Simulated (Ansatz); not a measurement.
The cell is CuI (NiAs type); cell and atoms were relaxed with r2SCAN. Space group P6_3/mmc (No. 194), hexagonal; conventional cell a = 4.147 Å, c = 6.336 Å, 23.60 Å³ an atom. Cu is surrounded by 6 I at 2.87 Å; I is surrounded by 6 Cu at 2.87 Å.

```cif
data_structure
_symmetry_space_group_name_H-M 'P6_3/mmc'
_symmetry_Int_Tables_number 194
_cell_length_a 4.1473
_cell_length_b 4.1473
_cell_length_c 6.3364
_cell_angle_alpha 90.000
_cell_angle_beta 90.000
_cell_angle_gamma 120.000
_cell_volume 94.39
loop_
_atom_site_label
_atom_site_type_symbol
_atom_site_symmetry_multiplicity
_atom_site_Wyckoff_symbol
_atom_site_fract_x
_atom_site_fract_y
_atom_site_fract_z
_atom_site_occupancy
Cu1 Cu 2 a 0.00000 0.00000 0.00000 1
I1 I 2 c 0.33333 0.66667 0.25000 1
```

4 runs of Ansatz 0.2.0 on this cell differ in the functional (and in the settings that go with it). Levels are in eV from each run's valence top; v1 is the last filled band, c1 the first empty one.

Run A, mean stress +1.0 GPa (compression positive):
```tsv
point	v5	v3	v1	c1	c2	c3
Γ	-1.68	-1.06	-0.12	2.16	3.62	6.36
M	-2.25	-2.08	0.00	3.40	3.77	4.37
K	-2.15	-1.67	-1.52	1.91	5.96	7.95
A	-2.19	-0.64	-0.64	3.91	3.91	6.55
```

Run B, mean stress +1.0 GPa (compression positive):
```tsv
point	v5	v3	v1	c1	c2	c3
Γ	-1.68	-1.06	-0.13	2.80	4.28	7.06
M	-2.31	-2.15	0.00	4.10	4.47	5.05
K	-2.21	-1.72	-1.57	2.58	6.70	8.69
A	-2.25	-0.65	-0.65	4.59	4.59	7.25
```

Run C, mean stress -5.1 GPa (compression positive):
```tsv
point	v5	v3	v1	c1	c2	c3
Γ	-1.67	-1.25	-0.09	0.44	2.29	4.92
M	-1.66	-1.52	0.00	1.91	2.43	2.98
K	-1.68	-1.30	-1.16	0.39	4.26	6.34
A	-1.81	-0.60	-0.60	2.40	2.40	5.10
```

Run D, mean stress +0.6 GPa (compression positive):
```tsv
point	v5	v3	v1	c1	c2	c3
Γ	-1.61	-1.19	-0.08	0.60	2.35	4.92
M	-1.59	-1.45	0.00	1.97	2.48	3.04
K	-1.61	-1.26	-1.11	0.48	4.30	6.36
A	-1.74	-0.59	-0.59	2.48	2.48	5.11
```

Q: Match the runs to LDA, PBE, HSE06, PBE0.

A: A is HSE06, B is PBE0, C is LDA, D is PBE. In order of the gap: LDA 0.39, PBE 0.48, HSE06 1.91, PBE0 2.58 eV.

No spin polarisation and no zero-point or thermal motion; the cell was built from a prototype and may be hypothetical.

Spin-orbit coupling is left out, which matters wherever the heavy atoms make up the band edges.

The stress of a hybrid is loosely converged in these runs.

The meshes of the hybrids are coarse, so their gaps aren't converged to the digits shown.
